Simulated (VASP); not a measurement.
# SnSe2 in VASP: notebook

One slab, SnSe2, is run at these levels: rev-vdW-DF2; tasks: single point, relaxation of the atoms.

Program: VASP 6.6.1. These are calculated values, not measurements. Logs are shortened: lines on timing, memory, paths and dates and some standing lists are left out, and cuts for length are marked.

### Step 1. The structure

The cell holds a slab with vacuum, 9 atoms: a = 3.866 Å, b = 3.866 Å, c = 30.382 Å, α = 90.00°, β = 90.00°, γ = 120.00°.

### Step 2. Single point, rev-vdW-DF2

The input, INCAR:

```
PREC = Accurate
ENCUT = 520
EDIFF = 1E-7
ISMEAR = 0
SIGMA = 0.03
LREAL = F
LASPH = T
NELM = 80
ALGO = Fast
ISIF = 2
LWAVE = F
LCHARG = F
LDIPOL = T
IDIPOL = 3
DIPOL = 0.5 0.5 0.500
GGA = MK
LUSE_VDW = T
AGGAC = 0.0
PARAM1 = 0.1234
PARAM2 = 0.711357
ZAB_VDW = -1.8867
NBANDS = 49
LVHAR = T
LVACPOTAV = T
ICORELEVEL = 1
KPAR = 4
```

The input, KPOINTS:

```
regular mesh
0
Gamma
  9 9 1
```

The input, POSCAR:

```
SnSe2
1.0
    3.8659339500      0.0000000000      0.0000000000
   -1.9329670200      3.3479970400      0.0000000000
    0.0000000000      0.0000000000     30.3819795100
Se Sn
6 3
Direct
    0.6666670000      0.3333340000      0.2468568600
    0.3333330000      0.6666660000      0.3522037000
    0.6666670000      0.3333340000      0.4473265800
    0.3333330000      0.6666660000      0.5526734200
    0.6666670000      0.3333340000      0.6477963000
    0.3333330000      0.6666660000      0.7531431400
    0.0000000000      0.0000000000      0.2995302800
    0.0000000000      0.0000000000      0.5000000000
    0.0000000000      0.0000000000      0.7004697200
```

Potentials or basis: VASP PAW PBE potentials, release 64 (Se, Sn_d).

Started as:

```bash
$ cat potpaw_PBE.64/Se/POTCAR potpaw_PBE.64/Sn_d/POTCAR > POTCAR
$ mpirun -np 4 vasp_std > vasp.out
```

OUTCAR:

```text
PREC = Accurate
   ENCUT = 520
   EDIFF = 1E-7
   ISMEAR = 0
   LREAL = F
   LASPH = T
   NELM = 80
   ISIF = 2
   GGA = MK

 ion  position               nearest neighbor table
   1  0.667  0.333  0.247-   7 2.75   7 2.75   7 2.75
   2  0.333  0.667  0.352-   7 2.75   7 2.75   7 2.75
   3  0.667  0.333  0.447-   8 2.75   8 2.75   8 2.75
   4  0.333  0.667  0.553-   8 2.75   8 2.75   8 2.75
   5  0.667  0.333  0.648-   9 2.75   9 2.75   9 2.75
   6  0.333  0.667  0.753-   9 2.75   9 2.75   9 2.75
   7  0.000  0.000  0.300-   2 2.75   1 2.75   1 2.75   2 2.75   1 2.75   2 2.75
   8  0.000  0.000  0.500-   4 2.75   3 2.75   3 2.75   4 2.75   3 2.75   4 2.75
   9  0.000  0.000  0.700-   6 2.75   5 2.75   5 2.75   6 2.75   5 2.75   6 2.75

  LATTYP: Found a hexagonal cell.
 ALAT       =     3.8659339500
 C/A-ratio  =     7.8588977212

  Lattice vectors:

 A1 = (   3.8659339500,   0.0000000000,   0.0000000000)
 A2 = (  -1.9329670200,   3.3479970400,   0.0000000000)
 A3 = (   0.0000000000,   0.0000000000,  30.3819795100)

Analysis of symmetry for initial positions (statically):
=====================================================================
 Subroutine PRICEL returns:
 Original cell was already a primitive cell.

 Routine SETGRP: Setting up the symmetry group for a
 hexagonal supercell.

 Subroutine GETGRP returns: Found 12 space group operations
 (whereof 12 operations were pure point group operations)
 out of a pool of 24 trial point group operations.

The static configuration has the point symmetry D_3d.

Analysis of symmetry for dynamics (positions and initial velocities):
=====================================================================
 Subroutine PRICEL returns:
 Original cell was already a primitive cell.

 Routine SETGRP: Setting up the symmetry group for a
 hexagonal supercell.

 Subroutine GETGRP returns: Found 12 space group operations
 (whereof 12 operations were pure point group operations)
 out of a pool of 24 trial point group operations.

The dynamic configuration has the point symmetry D_3d.

 Subroutine INISYM returns: Found 12 space group operations
 (whereof 12 operations are pure point group operations),
 and found     1 'primitive' translations

----------------------------------------------------------------------------------------

                                     Primitive cell

  volume of cell :     393.2381

  direct lattice vectors                    reciprocal lattice vectors
     3.865933950  0.000000000  0.000000000     0.258669706  0.149343027  0.000000000
    -1.932967020  3.347997040  0.000000000     0.000000000  0.298686047  0.000000000
     0.000000000  0.000000000 30.381979510     0.000000000  0.000000000  0.032914248

  length of vectors
     3.865933950  3.865933998 30.381979510     0.298686050  0.298686047  0.032914248

  position of ions in fractional coordinates (direct lattice)
     0.666667000  0.333334000  0.246856860
     0.333333000  0.666666000  0.352203700
     0.666667000  0.333334000  0.447326580
     0.333333000  0.666666000  0.552673420
     0.666667000  0.333334000  0.647796300
     0.333333000  0.666666000  0.753143140
     0.000000000  0.000000000  0.299530280
     0.000000000  0.000000000  0.500000000
     0.000000000  0.000000000  0.700469720

  ion indices of the primitive-cell ions
   primitive index   ion index
                 1           1
                 2           2
                 3           3
                 4           4
                 5           5
                 6           6
                 7           7
                 8           8
                 9           9

----------------------------------------------------------------------------------------

 KPOINTS: regular mesh

[... 29 lines left out ...]
  0.111111  0.111111  0.000000      6.000000
  0.222222  0.111111  0.000000     12.000000
  0.333333  0.111111  0.000000     12.000000
  0.444444  0.111111  0.000000      6.000000
  0.222222  0.222222  0.000000      6.000000
  0.333333  0.222222  0.000000     12.000000
  0.333333  0.333333  0.000000      2.000000
   k-points           NKPTS =     12   k-points in BZ     NKDIM =     12   number of bands    NBANDS=     49
   number of dos      NEDOS =    301   number of ions     NIONS =      9
   total plane-waves  NPLWV = 216000
   dimension x,y,z NGX =    30 NGY =   30 NGZ =  240
   dimension x,y,z NGXF=    60 NGYF=   60 NGZF=  480
   ions per type =               6   3
   NGX,Y,Z   is equivalent  to a cutoff of  12.90, 12.90, 13.13 a.u.
   NGXF,Y,Z  is equivalent  to a cutoff of  25.80, 25.80, 26.26 a.u.
 SYSTEM =  unknown system
   PREC   = accura    normal or accurate (medium, high low for compatibility)
   ISTART =      0    job   : 0-new  1-cont  2-samecut
   ICHARG =      2    charge: 1-file 2-atom 10-const
   ISPIN  =      1    spin polarized calculation?
   LNONCOLLINEAR =      F non collinear calculations
   LSORBIT =      F    spin-orbit coupling
   LASPH  =      T    aspherical Exc in radial PAW
   ENCUT  =  520.0 eV  38.22 Ry    6.18 a.u.   7.19  7.19 56.49*2*pi/ulx,y,z
   NELM   =     80;   NELMIN=  2; NELMDL= -5     # of ELM steps
   EDIFF  = 0.1E-06   stopping-criterion for ELM
   LREAL  =      F    real-space projection
   EDIFFG = 0.1E-05   stopping-criterion for IOM
   NSW    =      0    number of steps for IOM
   IBRION =     -1    ionic relax: 0-MD 1-quasi-New 2-CG
   NFREE  =      0    steps in history (QN), initial steepest desc. (CG)
   ISIF   =      2    stress and relaxation
   ISYM   =      2    0-nonsym 1-usesym 2-fastsym
   POTIM  = 0.5000    time-step for ionic-motion
   TEBEG  =    0.0;   TEEND  =   0.0 temperature during run
   PSTRESS=    0.0 pullay stress
   NELECT =      78.0000    total number of electrons
   NUPDOWN=      -1.0000    fix difference up-down
   EMIN   =  10.00;   EMAX   =-10.00  energy-range for DOS
   EFERMI =   0.00;   METHOD = LEGACY
   ISMEAR =     0;   SIGMA  =   0.03  broadening in eV -4-tet -1-fermi 0-gaus
   EFERMI_NEDOS =   21; number of points for ismear=-14 and -15
   IALGO  =     68    algorithm
   IMIX   =      4    mixing-type and parameters
     AMIX     =   0.40;   BMIX     =  1.00
     AMIX_MAG =   1.60;   BMIX_MAG =  1.00
  volume/ion in A,a.u.               =      43.69       294.86
  Fermi-wavevector in a.u.,A,eV,Ry     =   0.954746  1.804208 12.402253  0.911540
  Thomas-Fermi vector in A             =   2.083521
   LORBIT       =      0    0 simple, 1 ext, 2 COOP (PROOUT), +10 PAW based schemes
   GGA     = MK    functional components
   LHFCALC =     F    Hartree Fock is set to
   AEXX    =    0.0000 exact exchange contribution
   IVDW_NL    =     1    kernel type
   BPARAM     = 6.3000
   IVDW    =     0    specifies the selected vdW correction
   LEPSILON=     F    determine dielectric tensor
   LRPA    =     F    only Hartree local field effects (RPA)
 non-spin polarized calculation
 RMM-DIIS sequential band-by-band and
 Gauss-broadening in eV      SIGMA  =   0.03
  energy-cutoff  :      520.00
  volume of cell :      393.24
 maximum number of plane-waves:     10623
 NGX is ok and might be reduce to    30
   NGX = 15   NGY = 15   NGZ =113

 dipolmoment           0.000000      0.000000     -0.000000 electrons x Angstroem

 number of electron      77.9999998 magnetization

 dipolmoment           0.000000      0.000000      0.000000 electrons x Angstroem

 Free energy of the ion-electron system (eV)
  ---------------------------------------------------
  ext. energy  EPLUGINS =         0.00000000
  ---------------------------------------------------
  free energy    TOTEN  =       -18.46805642 eV

  energy without entropy =      -18.46805642  energy(sigma->0) =      -18.46805642

 the core state eigenenergies are
   1-  1s -12496.5226  2s  -1600.0509  2p  -1406.3980  3s   -206.7479  3p   -146.2202
       3d    -46.4088
   2-  1s -12496.5604  2s  -1600.0875  2p  -1406.4347  3s   -206.7866  3p   -146.2589
       3d    -46.4476
   3-  1s -12496.5779  2s  -1600.1044  2p  -1406.4518  3s   -206.8028  3p   -146.2752
       3d    -46.4637
   4-  1s -12496.5779  2s  -1600.1044  2p  -1406.4518  3s   -206.8028  3p   -146.2752
       3d    -46.4637
   5-  1s -12496.5604  2s  -1600.0875  2p  -1406.4347  3s   -206.7866  3p   -146.2589
       3d    -46.4476
   6-  1s -12496.5226  2s  -1600.0509  2p  -1406.3980  3s   -206.7479  3p   -146.2202
       3d    -46.4088
   7-  1s -29002.3840  2s  -4373.8314  2p  -3925.4543  3s   -840.0775  3p   -693.6249
       3d   -468.3339  4s   -129.0107  4p    -84.7912
   8-  1s -29002.3838  2s  -4373.8325  2p  -3925.4552  3s   -840.0786  3p   -693.6260
       3d   -468.3350  4s   -129.0121  4p    -84.7927
   9-  1s -29002.3840  2s  -4373.8314  2p  -3925.4543  3s   -840.0775  3p   -693.6249
       3d   -468.3339  4s   -129.0107  4p    -84.7912

 E-fermi :   0.0295     XC(G=0):  -6.2809

 val. band max:       -0.1274414974   @ k =   0.1111   0.1111   0.0000
 cond. band min:       0.4708561514   @ k =   0.4444  -0.0000   0.0000
 fundamental gap:      0.5982976488
 Fermi energy:         0.0295371668

 k-point     1 :       0.0000    0.0000    0.0000
  band No.  band energies     occupation
      1     -21.3047      2.00000
      2     -21.3047      2.00000
      3     -21.3024      2.00000
      4     -21.3024      2.00000
      5     -21.3024      2.00000
      6     -21.3024      2.00000
[... 613 lines left out ...]
     48       5.7483      0.00000
     49       5.8260      0.00000

------------------------ aborting loop because EDIFF is reached ----------------------------------------

  FORCE on cell =-STRESS in cart. coord.  units (eV):
  Direction    XX          YY          ZZ          XY          YZ          ZX
  --------------------------------------------------------------------------------------
  -------------------------------------------------------------------------------------
  Total       -0.4261898     -0.4261898     -0.2298583      0.0000000     -0.0000000      0.0000000
  in kB       -1.7364330     -1.7364330     -0.9365159      0.0000000     -0.0000000      0.0000000
  external PRESSURE =      -1.4697940 kB  Pullay stress =       0.0000000 kB

 VOLUME and BASIS-vectors are now :
 -----------------------------------------------------------------------------
  energy-cutoff  :      520.00
  volume of cell :      393.24
      direct lattice vectors                 reciprocal lattice vectors
     3.865933950  0.000000000  0.000000000     0.258669706  0.149343027  0.000000000
    -1.932967020  3.347997040  0.000000000     0.000000000  0.298686047  0.000000000
     0.000000000  0.000000000 30.381979510     0.000000000  0.000000000  0.032914248

 POSITION                                       TOTAL-FORCE (eV/Angst)
 -----------------------------------------------------------------------------------
      1.93297      1.11600      7.50000        -0.000000      0.000000      0.038636
     -0.00000      2.23200     10.70065         0.000000      0.000000      0.005000
      1.93297      1.11600     13.59067        -0.000000     -0.000000     -0.003525
     -0.00000      2.23200     16.79131         0.000000      0.000000      0.003525
      1.93297      1.11600     19.68133         0.000000     -0.000000     -0.005000
     -0.00000      2.23200     22.88198        -0.000000      0.000000     -0.038636
      0.00000      0.00000      9.10032         0.000000     -0.000000     -0.035848
      0.00000      0.00000     15.19099         0.000000      0.000000     -0.000000
      0.00000      0.00000     21.28166         0.000000     -0.000000      0.035848
 -----------------------------------------------------------------------------------
    total drift:                               -0.000000     -0.000000      0.000000

  FREE ENERGIE OF THE ION-ELECTRON SYSTEM (eV)
  ---------------------------------------------------
  free  energy   TOTEN  =       -18.4680564179 eV

  energy  without entropy=      -18.4680564179  energy(sigma->0) =      -18.46805642

Total vdW correction in eV:     12.8207179

 vacuum level on the upper side and lower side of the slab         6.012         6.012
```

Wall time 13 min (4 MPI ranks of Intel Xeon Platinum 8488C (Sapphire Rapids), shared host); peak memory 1.6 GiB.

Results:

| Property | Result |
| --- | --- |
| Free energy | -18.4681 eV |
| Largest force | 0.039 eV/Å |
| Band gap on the k mesh | 0.60 eV, indirect (least direct gap 0.84 eV) |
| Ionisation potential of the upper face | 6.14 eV |

Forces in eV/Å, atoms in the order of the input:
```
Se   0.000  0.000  0.039
Se   0.000  0.000  0.005
Se   0.000  0.000 -0.004
Se   0.000  0.000  0.004
Se   0.000  0.000 -0.005
Se   0.000  0.000 -0.039
Sn   0.000  0.000 -0.036
Sn   0.000  0.000  0.000
Sn   0.000  0.000  0.036
```

Levels at points of the mesh, in eV from the valence-band top:
```csv
k point,band 35,band 36,band 37,band 38,band 39,band 40,band 41,band 42,band 43,band 44
"(0.00, 0.00, 0.00)",-0.27,-0.17,-0.17,-0.12,-0.12,0.94,1.57,2.13,2.90,2.99
```

Core levels (eV, on the scale of the bands):
```csv
atom,levels
1 Se,"1s -12496.5, 2s -1600.1, 2p -1406.4, 3s -206.7, 3p -146.2, 3d -46.4"
2 Se,"1s -12496.6, 2s -1600.1, 2p -1406.4, 3s -206.8, 3p -146.3, 3d -46.4"
3 Se,"1s -12496.6, 2s -1600.1, 2p -1406.5, 3s -206.8, 3p -146.3, 3d -46.5"
4 Se,"1s -12496.6, 2s -1600.1, 2p -1406.5, 3s -206.8, 3p -146.3, 3d -46.5"
5 Se,"1s -12496.6, 2s -1600.1, 2p -1406.4, 3s -206.8, 3p -146.3, 3d -46.4"
6 Se,"1s -12496.5, 2s -1600.1, 2p -1406.4, 3s -206.7, 3p -146.2, 3d -46.4"
```

Caveat: the PAW data sets were made with another functional, which shifts forces and pressure a little; spin-orbit coupling is left out, which moves the levels of the heavy elements.

### Step 3. Relaxation of the atoms, rev-vdW-DF2

The input, INCAR:

```
SYSTEM = SnSe2
PREC = Accurate
ENCUT = 520
EDIFF = 1E-6
ISMEAR = 0
SIGMA = 0.03
LREAL = .False.
LASPH = .True.
NELM = 80
ALGO = Normal
ISIF = 2
LWAVE = .False.
LCHARG = .False.
LDIPOL = .True.
IDIPOL = 3
DIPOL = 0.5 0.5 0.500
GGA = MK
LUSE_VDW = .True.
AGGAC = 0.0
PARAM1 = 0.1234
PARAM2 = 0.711357
ZAB_VDW = -1.8867
IBRION = 2
NSW = 80
EDIFFG = -0.02
KPAR = 4
```

The input, KPOINTS:

```
Automatic mesh
0
Gamma
  9 9 1
  0 0 0
```

POSCAR is that of step 2.

Potentials or basis: VASP PAW PBE potentials, release 64 (Se, Sn_d).

Started as:

```bash
$ cat potpaw_PBE.64/Se/POTCAR potpaw_PBE.64/Sn_d/POTCAR > POTCAR
$ mpirun -np 4 vasp_std > vasp.out
```

It took 13 min on 4 MPI ranks of Intel Xeon Platinum 8488C (Sapphire Rapids), shared host; peak memory 1.6 GiB.

The run converged. Its results:

```
Free energy                  : -18.4682 eV
Energy gained by relaxing    : 0.0 meV/atom
Ionic steps                  : 2
Largest force after relaxing : 0.011 eV/Å
Band gap on the k mesh       : 0.60 eV, indirect (least direct gap 0.84 eV)
```

Forces on the atoms (eV/Å):
```
Se   0.000  0.000  0.011
Se   0.000  0.000 -0.008
Se   0.000  0.000 -0.003
Se   0.000  0.000  0.003
Se   0.000  0.000  0.008
Se   0.000  0.000 -0.011
Sn   0.000  0.000  0.008
Sn   0.000  0.000  0.000
Sn   0.000  0.000 -0.008
```

The path:
```
step  energy change (eV)  largest force (eV/Å)  pressure (GPa)
   1              0.0000                0.0388           -0.15
   2             -0.0001                0.0108           -0.14
```

Final structure:
```
Se Sn
1.0
     3.86593    0.00000    0.00000
    -1.93297    3.34800    0.00000
     0.00000    0.00000   30.38198
Se Sn
6 3
Direct
  0.66667 0.33333 0.24692
  0.33333 0.66667 0.35221
  0.66667 0.33333 0.44732
  0.33333 0.66667 0.55268
  0.66667 0.33333 0.64779
  0.33333 0.66667 0.75308
  0.00000 0.00000 0.29947
  0.00000 0.00000 0.50000
  0.00000 0.00000 0.70053
```

Levels at points of the mesh, in eV from the valence-band top:
```
           k point  band 36  band 37  band 38  band 39  band 40  band 41  band 42  band 43
(0.00, 0.00, 0.00)    -0.18    -0.18    -0.12    -0.12     0.94     1.56     2.12     2.90
```

Caveat: the PAW data sets were made with another functional, which shifts forces and pressure a little; spin-orbit coupling is left out, which moves the levels of the heavy elements.

### Step 4. Single point, rev-vdW-DF2

The input, INCAR:

```
PREC = Accurate
ENCUT = 520
EDIFF = 1E-7
ISMEAR = 0
SIGMA = 0.03
LREAL = F
LASPH = T
NELM = 80
ALGO = Fast
ISIF = 2
LWAVE = F
LCHARG = F
LDIPOL = T
IDIPOL = 3
DIPOL = 0.5 0.5 0.500
GGA = MK
LUSE_VDW = T
AGGAC = 0.0
PARAM1 = 0.1234
PARAM2 = 0.711357
ZAB_VDW = -1.8867
NBANDS = 49
LVHAR = T
LVACPOTAV = T
ICORELEVEL = 1
KPAR = 4
```

The input, KPOINTS:

```
regular mesh
0
Gamma
  9 9 1
```

The input, POSCAR:

```
SnSe2                                   
1.0
    3.8659339500      0.0000000000      0.0000000000
   -1.9329670200      3.3479970400      0.0000000000
    0.0000000000      0.0000000000     30.3819795100
  Se              Sn            
     6     3
Direct
     0.6666669999999968    0.3333340000000007    0.2469183994612228
     0.3333330000000032    0.6666659999999993    0.3522115436981992
     0.6666669999999968    0.3333340000000007    0.4473210899021730
     0.3333330000000032    0.6666659999999993    0.5526789100978270
     0.6666669999999968    0.3333340000000007    0.6477884563018008
     0.3333330000000032    0.6666659999999993    0.7530816005387773
     0.0000000000000000    1.0000000000000000    0.2994734878356500
     0.0000000000000000    0.0000000000000000    0.5000000000000000
     0.0000000000000000    0.0000000000000000    0.7005265121643500
```

Started as:

```bash
$ cat potpaw_PBE.64/Se/POTCAR potpaw_PBE.64/Sn_d/POTCAR > POTCAR
$ mpirun -np 4 vasp_std > vasp.out
```

It took 12 min on 4 MPI ranks of Intel Xeon Platinum 8488C (Sapphire Rapids), shared host; peak memory 1.6 GiB.

The run converged. Its results:

```
Free energy                            : -18.4682 eV
Largest force                          : 0.010 eV/Å
Band gap on the k mesh                 : 0.60 eV, indirect (least direct gap 0.84 eV)
Ionisation potential of the upper face : 6.13 eV
```

Forces on the atoms (eV/Å):
```
Se   0.000  0.000  0.010
Se   0.000  0.000 -0.008
Se   0.000  0.000 -0.002
Se   0.000  0.000  0.002
Se   0.000  0.000  0.008
Se   0.000  0.000 -0.010
Sn   0.000  0.000  0.006
Sn   0.000  0.000  0.000
Sn   0.000  0.000 -0.006
```

Levels at points of the mesh, in eV from the valence-band top:
```
           k point  band 36  band 37  band 38  band 39  band 40  band 41  band 42  band 43
(0.00, 0.00, 0.00)    -0.18    -0.18    -0.12    -0.12     0.94     1.56     2.12     2.90
```

Core levels (eV, on the scale of the bands):
```csv
atom,levels
1 Se,"1s -12496.5, 2s -1600.1, 2p -1406.4, 3s -206.8, 3p -146.2, 3d -46.4"
2 Se,"1s -12496.6, 2s -1600.1, 2p -1406.4, 3s -206.8, 3p -146.3, 3d -46.4"
3 Se,"1s -12496.6, 2s -1600.1, 2p -1406.4, 3s -206.8, 3p -146.3, 3d -46.5"
4 Se,"1s -12496.6, 2s -1600.1, 2p -1406.4, 3s -206.8, 3p -146.3, 3d -46.5"
5 Se,"1s -12496.6, 2s -1600.1, 2p -1406.4, 3s -206.8, 3p -146.3, 3d -46.4"
6 Se,"1s -12496.5, 2s -1600.1, 2p -1406.4, 3s -206.8, 3p -146.2, 3d -46.4"
```

Caveat: the PAW data sets were made with another functional, which shifts forces and pressure a little; spin-orbit coupling is left out, which moves the levels of the heavy elements.
